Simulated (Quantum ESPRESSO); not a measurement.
# InP (F-43m) in Quantum ESPRESSO: a series of runs

Runs on InP. Level: PBE. Tasks: band structure.

Program: Quantum ESPRESSO 7.5. These are calculated values, not measurements. Logs are shortened: lines on timing, memory, paths and dates and some standing lists are left out, and cuts for length are marked.

**The experiment to reproduce.**

A printed reference work, data compilation reports, for a bulk crystal of InP at 1.6 K: band gap 1.4236 eV (direct).

The runs below are set against these values where they give the same quantity.

## Step 1: The crystal as given

Symmetry: F-43m, No. 216, cubic system. The conventional cell has a = 5.861 Å, b = 5.861 Å, c = 5.861 Å, α = 90.00°, β = 90.00°, γ = 90.00°. Around In (site symmetry -43m) lie 4 P at 2.54 Å. P (site symmetry -43m) is surrounded by 4 In at 2.54 Å.

## Step 2: Band structure, PBE

pw.in

```
&CONTROL
  calculation = 'scf'
  prefix = 'pwscf'
  outdir = './tmp'
  pseudo_dir = './pseudo'
  tprnfor = .true.
  tstress = .true.
  disk_io = 'low'
/
&SYSTEM
  ibrav = 0
  nat = 2
  ntyp = 2
  ecutwfc = 70
  nbnd = 15
  occupations = 'smearing'
  smearing = 'fd'
  degauss = 0.00367493
/
&ELECTRONS
  conv_thr = 4d-10
  electron_maxstep = 120
  mixing_beta = 0.5
/
ATOMIC_SPECIES
In   114.8180 In.upf
P     30.9738 P.upf
CELL_PARAMETERS bohr
   0.0000000000    5.5378424082    5.5378424082
   5.5378424082    0.0000000000    5.5378424082
   5.5378424082    5.5378424082    0.0000000000
ATOMIC_POSITIONS bohr
In     0.0000000000    0.0000000000    0.0000000000
P      8.3067636123    8.3067636123    8.3067636123
K_POINTS automatic
8 8 8 0 0 0
```

pp_density.in

```
&INPUTPP
  prefix = 'pwscf'
  outdir = './tmp'
  filplot = 'density.dat'
  plot_num = 0
/
&PLOT
  nfile = 1
  filepp(1) = 'density.dat'
  iflag = 3
  output_format = 6
  fileout = 'density.cube'
/
```

pp_potential.in

```
&INPUTPP
  prefix = 'pwscf'
  outdir = './tmp'
  filplot = 'potential.dat'
  plot_num = 11
/
&PLOT
  nfile = 1
  filepp(1) = 'potential.dat'
  iflag = 3
  output_format = 6
  fileout = 'potential.cube'
/
```

pp_elf.in

```
&INPUTPP
  prefix = 'pwscf'
  outdir = './tmp'
  filplot = 'elf.dat'
  plot_num = 8
/
&PLOT
  nfile = 1
  filepp(1) = 'elf.dat'
  iflag = 3
  output_format = 6
  fileout = 'elf.cube'
/
```

bands.in

```
&CONTROL
  calculation = 'bands'
  prefix = 'pwscf'
  outdir = './tmp'
  pseudo_dir = './pseudo'
  disk_io = 'low'
  verbosity = 'high'
/
&SYSTEM
  ibrav = 0
  nat = 2
  ntyp = 2
  ecutwfc = 70
  nbnd = 15
  occupations = 'smearing'
  smearing = 'fd'
  degauss = 0.00367493
/
&ELECTRONS
  conv_thr = 1d-08
  electron_maxstep = 120
  mixing_beta = 0.5
  diago_full_acc = .true.
  startingwfc = 'random'
/
ATOMIC_SPECIES
In   114.8180 In.upf
P     30.9738 P.upf
CELL_PARAMETERS bohr
   0.0000000000    5.5378424082    5.5378424082
   5.5378424082    0.0000000000    5.5378424082
   5.5378424082    5.5378424082    0.0000000000
ATOMIC_POSITIONS bohr
In     0.0000000000    0.0000000000    0.0000000000
P      8.3067636123    8.3067636123    8.3067636123
K_POINTS crystal
60
 0.0000000000  0.0000000000  0.0000000000 1
 0.0625000000  0.0000000000  0.0625000000 1
 0.1250000000  0.0000000000  0.1250000000 1
 0.1875000000  0.0000000000  0.1875000000 1
 0.2500000000  0.0000000000  0.2500000000 1
 0.3125000000  0.0000000000  0.3125000000 1
 0.3750000000  0.0000000000  0.3750000000 1
 0.4375000000  0.0000000000  0.4375000000 1
 0.5000000000  0.0000000000  0.5000000000 1
 0.5000000000  0.0625000000  0.5625000000 1
 0.5000000000  0.1250000000  0.6250000000 1
 0.5000000000  0.1875000000  0.6875000000 1
 0.5000000000  0.2500000000  0.7500000000 1
 0.4375000000  0.3125000000  0.7500000000 1
 0.3750000000  0.3750000000  0.7500000000 1
 0.3375000000  0.3375000000  0.6750000000 1
 0.3000000000  0.3000000000  0.6000000000 1
 0.2625000000  0.2625000000  0.5250000000 1
 0.2250000000  0.2250000000  0.4500000000 1
 0.1875000000  0.1875000000  0.3750000000 1
 0.1500000000  0.1500000000  0.3000000000 1
 0.1125000000  0.1125000000  0.2250000000 1
 0.0750000000  0.0750000000  0.1500000000 1
 0.0375000000  0.0375000000  0.0750000000 1
 0.0000000000  0.0000000000  0.0000000000 1
 0.0625000000  0.0625000000  0.0625000000 1
 0.1250000000  0.1250000000  0.1250000000 1
 0.1875000000  0.1875000000  0.1875000000 1
 0.2500000000  0.2500000000  0.2500000000 1
 0.3125000000  0.3125000000  0.3125000000 1
 0.3750000000  0.3750000000  0.3750000000 1
 0.4375000000  0.4375000000  0.4375000000 1
 0.5000000000  0.5000000000  0.5000000000 1
 0.5250000000  0.4500000000  0.5250000000 1
 0.5500000000  0.4000000000  0.5500000000 1
 0.5750000000  0.3500000000  0.5750000000 1
 0.6000000000  0.3000000000  0.6000000000 1
 0.6250000000  0.2500000000  0.6250000000 1
 0.5833333333  0.2500000000  0.6666666667 1
 0.5416666667  0.2500000000  0.7083333333 1
 0.5000000000  0.2500000000  0.7500000000 1
 0.5000000000  0.2857142857  0.7142857143 1
 0.5000000000  0.3214285714  0.6785714286 1
 0.5000000000  0.3571428571  0.6428571429 1
 0.5000000000  0.3928571429  0.6071428571 1
 0.5000000000  0.4285714286  0.5714285714 1
 0.5000000000  0.4642857143  0.5357142857 1
 0.5000000000  0.5000000000  0.5000000000 1
 0.4821428571  0.4821428571  0.5357142857 1
 0.4642857143  0.4642857143  0.5714285714 1
 0.4464285714  0.4464285714  0.6071428571 1
 0.4285714286  0.4285714286  0.6428571429 1
 0.4107142857  0.4107142857  0.6785714286 1
 0.3928571429  0.3928571429  0.7142857143 1
 0.3750000000  0.3750000000  0.7500000000 1
 0.6250000000  0.2500000000  0.6250000000 1
 0.5937500000  0.1875000000  0.5937500000 1
 0.5625000000  0.1250000000  0.5625000000 1
 0.5312500000  0.0625000000  0.5312500000 1
 0.5000000000  0.0000000000  0.5000000000 1
```

Potentials or basis: PseudoDojo 0.4.1 SR PBE standard.

Launch:

```
> OMP_NUM_THREADS=1 pw.x -in pw.in > pw.out
> OMP_NUM_THREADS=1 pp.x -in pp_density.in > pp_density.out
> OMP_NUM_THREADS=1 pp.x -in pp_potential.in > pp_potential.out
> OMP_NUM_THREADS=1 pp.x -in pp_elf.in > pp_elf.out
> OMP_NUM_THREADS=1 pw.x -in bands.in > bands.out
```

pw.out:

```text
This program is part of the open-source Quantum ESPRESSO suite
     for quantum simulation of materials; please cite
[... 9 lines left out ...]
     --------------------
     sticks:   dense  smooth     PW     G-vecs:    dense   smooth      PW
     Sum        1177    1177    349                26813    26813    4285

     Using Slab Decomposition

     bravais-lattice index     =            0
     lattice parameter (alat)  =       7.8317  a.u.
     unit-cell volume          =     339.6658 (a.u.)^3
     number of atoms/cell      =            2
     number of atomic types    =            2
     number of electrons       =        18.00
     number of Kohn-Sham states=           15
     kinetic-energy cutoff     =      70.0000  Ry
     charge density cutoff     =     280.0000  Ry
     scf convergence threshold =      4.0E-10
     mixing beta               =       0.5000
     number of iterations used =            8  plain     mixing
     Exchange-correlation= PBE
                           (   1   4   3   4   0   0   0)

     celldm(1)=   7.831692  celldm(2)=   0.000000  celldm(3)=   0.000000
     celldm(4)=   0.000000  celldm(5)=   0.000000  celldm(6)=   0.000000

     crystal axes: (cart. coord. in units of alat)
               a(1) = (   0.000000   0.707107   0.707107 )
               a(2) = (   0.707107   0.000000   0.707107 )
               a(3) = (   0.707107   0.707107   0.000000 )

     reciprocal axes: (cart. coord. in units 2 pi/alat)
               b(1) = ( -0.707107  0.707107  0.707107 )
               b(2) = (  0.707107 -0.707107  0.707107 )
               b(3) = (  0.707107  0.707107 -0.707107 )

     PseudoPot. # 1 for In read from file:
     In.upf
     Pseudo is Norm-conserving + core correction, Zval = 13.0
     Generated using ONCVPSP code by D. R. Hamann
     Using radial grid of 1964 points,  6 beta functions with:
                l(1) =   0
                l(2) =   0
                l(3) =   1
                l(4) =   1
                l(5) =   2
                l(6) =   2

     PseudoPot. # 2 for P  read from file:
     P.upf
     Pseudo is Norm-conserving + core correction, Zval =  5.0
     Generated using ONCVPSP code by D. R. Hamann
     Using radial grid of 1298 points,  6 beta functions with:
                l(1) =   0
                l(2) =   0
                l(3) =   1
                l(4) =   1
                l(5) =   2
                l(6) =   2

     atomic species   valence    mass     pseudopotential
     In               13.00   114.81800     In( 1.00)
     P                 5.00    30.97380     P ( 1.00)

     24 Sym. Ops. (no inversion) found

   Cartesian axes

     site n.     atom                  positions (alat units)
         1        In     tau(   1) = (   0.0000000   0.0000000   0.0000000  )
         2        P      tau(   2) = (   1.0606602   1.0606602   1.0606602  )

     number of k points=    29  Fermi-Dirac smearing, width (Ry)=  0.0037
                       cart. coord. in units 2pi/alat
        k(    1) = (   0.0000000   0.0000000   0.0000000), wk =   0.0039062
        k(    2) = (   0.0883883   0.0883883  -0.0883883), wk =   0.0312500
        k(    3) = (   0.1767767   0.1767767  -0.1767767), wk =   0.0312500
        k(    4) = (   0.2651650   0.2651650  -0.2651650), wk =   0.0312500
        k(    5) = (  -0.3535534  -0.3535534   0.3535534), wk =   0.0156250
        k(    6) = (   0.1767767   0.0000000   0.0000000), wk =   0.0234375
[... 21 lines left out ...]
        k(   28) = (  -0.7071068   0.1767767  -0.0000000), wk =   0.0468750
        k(   29) = (  -0.7071068   0.3535534   0.0000000), wk =   0.0234375

     Dense  grid:    26813 G-vectors     FFT dimensions: (  45,  45,  45)

     Initial potential from superposition of free atoms

     starting charge      17.9960, renormalised to      18.0000
     Starting wfcs are   13 randomized atomic wfcs +    2 random wfcs

     Self-consistent Calculation

     iteration #  1     ecut=    70.00 Ry     beta= 0.50
     Davidson diagonalization with overlap
     ethr =  1.00E-02,  avg # of iterations =  4.4

     Threshold (ethr) on eigenvalues was too large:
     Diagonalizing with lowered threshold

     Davidson diagonalization with overlap
     ethr =  5.98E-04,  avg # of iterations =  1.8

     total energy              =    -146.76416227 Ry
     estimated scf accuracy    <       0.10525069 Ry

     iteration #  2     ecut=    70.00 Ry     beta= 0.50
     Davidson diagonalization with overlap
     ethr =  5.85E-04,  avg # of iterations =  2.3
[... 43 lines left out ...]
     total energy              =    -146.78746124 Ry
     estimated scf accuracy    <          1.2E-09 Ry

     iteration #  9     ecut=    70.00 Ry     beta= 0.50
     Davidson diagonalization with overlap
     ethr =  6.82E-12,  avg # of iterations =  2.3

     End of self-consistent calculation

          k = 0.0000 0.0000 0.0000 (  3383 PWs)   bands (ev):

    -7.0978  -7.0978  -7.0978  -6.9488  -6.9488  -4.3760   7.1418   7.1418
     7.1418   7.8532  11.2344  11.2344  11.2344  15.7300  16.5571

          k = 0.0884 0.0884-0.0884 (  3374 PWs)   bands (ev):

    -7.1162  -7.0904  -7.0904  -6.9487  -6.9487  -4.1983   5.6010   6.9561
     6.9561   8.7986  11.3912  11.5115  11.5115  15.9378  15.9381

          k = 0.1768 0.1768-0.1768 (  3371 PWs)   bands (ev):
[... 6 lines left out ...]
    -7.1983  -7.0630  -7.0630  -6.9393  -6.9393  -3.0369   2.1102   6.2837
     6.2837   8.7329  11.9984  11.9984  13.8229  16.1059  16.6597

          k =-0.3536-0.3536 0.3536 (  3354 PWs)   bands (ev):

    -7.2141  -7.0594  -7.0594  -6.9351  -6.9351  -2.6582   1.4117   6.1722
     6.1722   8.6413  11.9500  11.9500  14.2658  16.6461  17.7896

          k = 0.1768 0.0000 0.0000 (  3371 PWs)   bands (ev):

    -7.1299  -7.0832  -7.0832  -6.9548  -6.9437  -4.1396   5.5961   6.6265
     6.6265   9.3307  10.5985  11.9663  11.9663  14.9466  16.7044

          k = 0.2652 0.0884-0.0884 (  3372 PWs)   bands (ev):

    -7.1643  -7.0697  -7.0665  -6.9589  -6.9387  -3.7490   4.1696   6.2071
     6.2259   9.7571  10.7182  12.5127  12.5693  14.6826  16.6007

          k = 0.3536 0.1768-0.1768 (  3357 PWs)   bands (ev):
[... 11 lines left out ...]
    -7.2115  -7.0561  -7.0526  -6.9420  -6.9392  -2.7250   1.8060   5.2310
     6.1443   9.5117  11.7395  12.2947  13.9943  16.3128  16.8068

          k =-0.0884-0.2652 0.2652 (  3372 PWs)   bands (ev):

    -7.1823  -7.0650  -7.0620  -6.9514  -6.9400  -3.3493   3.0811   5.4319
     6.5380   9.6538  11.9220  12.0795  12.6800  15.1326  16.8418

          k = 0.0000-0.1768 0.1768 (  3373 PWs)   bands (ev):

    -7.1440  -7.0819  -7.0751  -6.9529  -6.9439  -3.9137   4.5947   6.0660
     6.9058   9.4761  11.3083  11.6545  12.3210  15.0973  16.0523

          k = 0.3536 0.0000 0.0000 (  3359 PWs)   bands (ev):

    -7.1981  -7.0472  -7.0472  -6.9718  -6.9314  -3.4798   3.8051   5.7337
     5.7337   9.6300  10.2797  13.5275  13.5275  14.0797  17.1169

          k = 0.4419 0.0884-0.0884 (  3368 PWs)   bands (ev):

    -7.2268  -7.0345  -7.0303  -6.9763  -6.9260  -2.9563   2.7495   5.1293
     5.4297   9.6444  10.4976  13.3271  14.0286  15.6460  17.5878

          k =-0.1768-0.5303 0.5303 (  3351 PWs)   bands (ev):

    -7.2374  -7.0365  -7.0241  -6.9684  -6.9277  -2.3998   1.8208   4.4291
     5.4043   9.6989  11.5314  13.3372  13.8156  16.6118  17.9119

          k =-0.0884-0.4419 0.4419 (  3353 PWs)   bands (ev):

    -7.2295  -7.0443  -7.0289  -6.9548  -6.9389  -2.3058   1.6943   4.0612
     5.6635   9.8947  12.0635  13.3870  13.9715  15.7813  16.3688

          k = 0.0000-0.3536 0.3536 (  3378 PWs)   bands (ev):

    -7.2089  -7.0524  -7.0448  -6.9499  -6.9435  -2.7874   2.3760   4.3185
     6.1172  10.1501  12.2123  12.7341  12.7878  15.2365  17.5335

          k = 0.5303-0.0000 0.0000 (  3370 PWs)   bands (ev):

    -7.2573  -7.0099  -7.0099  -6.9910  -6.9191  -2.5704   2.1969   5.0644
     5.0644   9.0561   9.7759  15.3352  15.3601  15.3601  17.6561

          k =-0.0884-0.6187 0.6187 (  3351 PWs)   bands (ev):

    -7.2665  -7.0096  -7.0021  -6.9885  -6.9190  -2.1428   1.6246   4.4807
     4.9812   9.2363  10.0870  14.9955  15.5088  16.7467  18.0372

          k = 0.0000-0.5303 0.5303 (  3352 PWs)   bands (ev):

    -7.2524  -7.0254  -7.0086  -6.9749  -6.9286  -2.0176   1.5360   3.8392
     5.2053   9.5033  11.5376  14.6631  14.6905  15.4011  17.0241

          k =-0.7071 0.0000 0.0000 (  3338 PWs)   bands (ev):

    -7.2800  -6.9994  -6.9941  -6.9941  -6.9140  -2.0061   1.3914   4.8239
     4.8239   8.9063   9.4078  16.3768  16.7238  16.7238  17.9455

          k = 0.3536 0.1768 0.0000 (  3369 PWs)   bands (ev):

    -7.1961  -7.0555  -7.0492  -6.9638  -6.9337  -3.2891   3.2493   5.1635
     6.0763  10.3383  10.6866  12.3937  13.3285  14.9698  17.3280

          k =-0.2652-0.4419 0.6187 (  3361 PWs)   bands (ev):

    -7.2195  -7.0502  -7.0349  -6.9598  -6.9333  -2.6804   2.1503   4.5969
     5.6943  10.3499  11.3548  12.4408  13.8483  15.7865  17.9905

          k =-0.1768-0.3536 0.5303 (  3358 PWs)   bands (ev):
[... 6 lines left out ...]
    -7.2456  -7.0283  -7.0140  -6.9786  -6.9245  -2.4547   2.0573   4.5660
     5.0433  10.0270  10.4681  13.2049  15.3749  15.8359  18.5265

          k =-0.0884-0.4419 0.6187 (  3351 PWs)   bands (ev):

    -7.2459  -7.0354  -7.0088  -6.9704  -6.9309  -2.0778   1.6170   4.0273
     4.8879  10.3231  11.5515  12.9977  14.6454  15.9911  18.2749

          k = 0.0000-0.3536 0.5303 (  3344 PWs)   bands (ev):

    -7.2350  -7.0443  -7.0159  -6.9619  -6.9371  -2.2038   1.7558   3.9051
     5.1951  10.6164  11.9483  12.4588  14.7407  15.3362  17.0698

          k =-0.7071 0.1768-0.0000 (  3350 PWs)   bands (ev):

    -7.2648  -7.0148  -7.0021  -6.9823  -6.9220  -1.9675   1.4628   4.4892
     4.5015   9.8320  10.2457  14.8094  14.8916  17.1775  18.3084

          k =-0.7071 0.3536 0.0000 (  3380 PWs)   bands (ev):

    -7.2467  -7.0382  -7.0030  -6.9686  -6.9338  -1.9279   1.5432   4.1897
     4.2335  11.4393  11.5255  12.7176  13.3539  17.3249  18.4022

     the Fermi energy is     7.5289 ev

!    total energy              =    -146.78746124 Ry
     estimated scf accuracy    <          1.9E-10 Ry
     smearing contrib. (-TS)   =      -0.00000037 Ry
     internal energy E=F+TS    =    -146.78746088 Ry

     The total energy is F=E-TS. E is the sum of the following terms:
     one-electron contribution =     -49.66176941 Ry
     hartree contribution      =      36.82608748 Ry
     xc contribution           =     -44.23137475 Ry
     ewald contribution        =     -89.72040420 Ry

     convergence has been achieved in   9 iterations

     Forces acting on atoms (cartesian axes, Ry/au):

     atom    1 type  1   force =    -0.00000000   -0.00000000    0.00000000
     atom    2 type  2   force =     0.00000000    0.00000000    0.00000000

     Total force =     0.000000     Total SCF correction =     0.000000

     Computing stress (Cartesian axis) and pressure

          total   stress  (Ry/bohr**3)                   (kbar)     P=       34.05
   0.00023149  -0.00000000  -0.00000000           34.05       -0.00       -0.00
  -0.00000000   0.00023149  -0.00000000           -0.00       34.05       -0.00
  -0.00000000  -0.00000000   0.00023149           -0.00       -0.00       34.05

=------------------------------------------------------------------------------=
   JOB DONE.
=------------------------------------------------------------------------------=
```

Run time: 1.8 min. Hardware: 1 thread of Arm Neoverse V1, shared host; peak memory 0.09 GiB.

What came out:

* Free energy: -1997.1452 eV
* Pressure: 3.4 GPa
* Band gap on the k mesh: 0.71 eV, direct
* Band gap along the path: 0.71 eV, direct

Levels at the corners of the path, in eV from the valence-band top:
| point | band 7 | band 8 | band 9 | band 10 | band 11 | band 12 |
| --- | --- | --- | --- | --- | --- | --- |
| Γ | 0.00 | 0.00 | 0.00 | 0.71 | 4.09 | 4.09 |
| X | -5.75 | -2.32 | -2.32 | 1.76 | 2.27 | 9.23 |
| W | -5.60 | -2.95 | -2.91 | 4.30 | 4.38 | 5.58 |
| K | -5.61 | -3.30 | -1.94 | 2.36 | 4.40 | 7.52 |
| Γ | 0.00 | 0.00 | 0.00 | 0.71 | 4.09 | 4.09 |
| L | -5.73 | -0.97 | -0.97 | 1.50 | 4.81 | 4.81 |
| U | -5.61 | -3.30 | -1.94 | 2.36 | 4.40 | 7.52 |
| W | -5.60 | -2.95 | -2.91 | 4.30 | 4.38 | 5.58 |
| L | -5.73 | -0.97 | -0.97 | 1.50 | 4.81 | 4.81 |
| K | -5.61 | -3.30 | -1.94 | 2.36 | 4.40 | 7.52 |
| U | -5.61 | -3.30 | -1.94 | 2.36 | 4.40 | 7.52 |
| X | -5.75 | -2.32 | -2.32 | 1.76 | 2.27 | 9.23 |

Caveat: spin-orbit coupling is left out, which moves the levels of the heavy elements.

## Step 3: Band structure, PBE, spin-orbit coupling, no magnetisation

Changes to pw.in since step 2:

```diff
@@ -14,3 +14,3 @@
   ecutwfc = 70
-  nbnd = 15
+  nbnd = 30
   occupations = 'smearing'
@@ -18,2 +18,4 @@
   degauss = 0.00367493
+  noncolin = .true.
+  lspinorb = .true.
 /
```

Changes to bands.in since step 2:

```diff
@@ -13,3 +13,3 @@
   ecutwfc = 70
-  nbnd = 15
+  nbnd = 30
   occupations = 'smearing'
@@ -17,2 +17,4 @@
   degauss = 0.00367493
+  noncolin = .true.
+  lspinorb = .true.
 /
```

Potentials or basis: PseudoDojo 0.4 FR PBE standard.

Launch:

```
> OMP_NUM_THREADS=1 pw.x -in pw.in > pw.out
> OMP_NUM_THREADS=1 pw.x -in bands.in > bands.out
```

It took 8.2 min on 1 thread of Arm Neoverse V1, shared host; peak memory 0.24 GiB.

The run converged. Its results:

```
Free energy             : -1996.2875 eV
Pressure                : 3.4 GPa
Band gap on the k mesh  : 0.68 eV, direct
Band gap along the path : 0.68 eV, direct
```

Levels at the corners of the path, in eV from the valence-band top:
```
point  band 14  band 15  band 16  band 17  band 18  band 19  band 20  band 21  band 22  band 23
    Γ    -0.10     0.00     0.00     0.00     0.00     0.68     0.68     3.75     3.75     4.21
    X    -5.78    -2.40    -2.40    -2.30    -2.30     1.73     1.73     2.24     2.24     9.20
    W    -5.62    -3.07    -2.98    -2.93    -2.88     4.26     4.27     4.34     4.37     5.41
    K    -5.63    -3.38    -3.29    -1.97    -1.97     2.33     2.33     4.36     4.37     7.41
    Γ    -0.10     0.00     0.00     0.00     0.00     0.68     0.68     3.75     3.75     4.21
    L    -5.76    -1.06    -1.06    -0.95    -0.95     1.47     1.47     4.69     4.69     4.86
    U    -5.63    -3.38    -3.29    -1.97    -1.97     2.33     2.33     4.36     4.37     7.41
    W    -5.62    -3.07    -2.98    -2.93    -2.88     4.26     4.27     4.34     4.37     5.41
    L    -5.76    -1.06    -1.06    -0.95    -0.95     1.47     1.47     4.69     4.69     4.86
    K    -5.63    -3.38    -3.29    -1.97    -1.97     2.33     2.33     4.36     4.37     7.41
    U    -5.63    -3.38    -3.29    -1.97    -1.97     2.33     2.33     4.36     4.37     7.41
    X    -5.78    -2.40    -2.40    -2.30    -2.30     1.73     1.73     2.24     2.24     9.20
```

## Step 4: How close it comes

Step 2. A measured gap of InP is 1.4236 eV (direct; 1.6 K; a printed reference work, data compilation); the calculated 0.71 eV misses it by -0.71 eV. Spin-orbit coupling on In is left out. The value is that of PBE, without temperature or zero-point motion. Semilocal functionals fall short of measured gaps as a rule.

Step 3. A measured gap of InP is 1.4236 eV (direct; 1.6 K; a printed reference work, data compilation); the calculated 0.68 eV misses it by -0.74 eV. The value is that of PBE, without temperature or zero-point motion. Semilocal functionals fall short of measured gaps as a rule.
